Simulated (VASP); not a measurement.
# BeTe: elastic constants with PBEsol

BeTe:

```
Te Be
1.0
     0.00000    2.77000    2.77000
     2.77000    0.00000    2.77000
     2.77000    2.77000    0.00000
Te Be
1 1
Direct
  0.75000 0.75000 0.75000
  0.00000 0.00000 0.00000
```

```yaml
Program: VASP 6.6.1
Task: elastic constants
Functional: PBEsol
Potentials_or_basis: VASP PAW PBE potentials, release 64 (Te, Be)
Cutoff: 600 eV
k_mesh: 6 × 6 × 6
Occupations: fermi-dirac, width 0.05 eV
Spin: no spin polarisation
Ions_in_elastic_constants: relaxed
Further_INCAR_settings: ALGO = Normal; EDIFF = 1e-08; IBRION = 6; POTIM = 0.015; NSW = 1; ISIF = 3
```

```
Relaxed volume                                          : 22.11 Å³/atom
Relaxed cell                                            : a = 3.969 Å, b = 3.969 Å, c = 3.969 Å, α = 60.00°, β = 60.00°, γ = 60.00°
Space group after relaxing (to 0.05 Å)                  : F-43m (No. 216)
Elastic constants C11, C12, C44                         : 100, 40, 50 GPa
Voigt bulk modulus                                      : 60 GPa
Highest phonon frequency at Γ, LO-TO splitting left out : 471 cm⁻¹
```

The path:
| step | energy change (eV) | largest force (eV/Å) | pressure (GPa) | volume (Å³) |
| --- | --- | --- | --- | --- |
| 1 | 0.0000 | 0.0000 | 2.59 | 42.51 |
| 2 | -0.0126 | 0.0000 | -0.57 | 44.65 |
| 3 | -0.0134 | 0.0000 | 0.01 | 44.22 |

Final structure:
```
CELL_PARAMETERS angstrom
0.00000 2.80678 2.80678
2.80678 0.00000 2.80678
2.80678 2.80678 0.00000
ATOMIC_POSITIONS crystal
Te 0.75000 0.75000 0.75000
Be 0.00000 0.00000 0.00000
```

Phonon frequencies in cm⁻¹ (negative: imaginary):
```
              q point        frequencies
(0.000, 0.000, 0.000)  0 0 0 471 471 471
```

Elastic tensor in Voigt notation (GPa, in the Cartesian axes of the cell as first typed):
```
100  40  40   0   0   0
 40 100  40   0   0   0
 40  40 100   0   0   0
  0   0   0  50   0   0
  0   0   0   0  50   0
  0   0   0   0   0  50
```

Clamped-ion elastic tensor (GPa):
```
100  40  40   0   0   0
 40 100  40   0   0   0
 40  40 100   0   0   0
  0   0   0  63   0   0
  0   0   0   0  63   0
  0   0   0   0   0  63
```

Wall time 98 s on 1 thread of Intel(R) Xeon(R) 6975P-C (Granite Rapids), with other jobs on the host, peak memory 0.23 GiB.

Caveat: the PAW data sets were made with another functional, which shifts forces and pressure a little. The run has no spin-orbit coupling, so splittings on Te are missing.
